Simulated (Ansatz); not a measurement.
The system is CdS (Greenockite).

```
Cd S
1.0
     4.15000    0.00000    0.00000
    -2.07500    3.59401    0.00000
     0.00000    0.00000    6.73700
Cd S
2 2
Direct
  0.66667 0.33333 0.50000
  0.33333 0.66667 0.00000
  0.66667 0.33333 0.87500
  0.33333 0.66667 0.37500
```

Program: Ansatz 0.2.0. Alike in all runs: no spin polarisation; cell as given; smearing fermi-dirac 0.05 eV. Hardware: 2 threads of Arm Neoverse V2 (shared host).

Task: Order these runs on this cell by their wall time, lowest first.
A. task band structure; level PBE; potentials or basis Ansatz PAW; k mesh 7 × 7 × 4; cutoff (eV) 420; points for each segment of the path 14; mesh quality not flagged
B. task single point; level PBE; potentials or basis Ansatz PAW; k mesh 7 × 7 × 4; cutoff (eV) 800; mesh quality not flagged
C. task band structure; level HSEsol; potentials or basis Ansatz PAW; k mesh 4 × 4 × 3; cutoff (eV) 420; points for each segment of the path 4; mesh quality coarse
D. task band structure; level PBE; potentials or basis PseudoDojo stringent (PBE files); k mesh 7 × 7 × 4; cutoff (eV) 1633; points for each segment of the path 14; mesh quality not flagged

Result: B (4.8 s), A (17 s), D (75 s), C (190 s).

Caveats: some runs use coarse meshes.
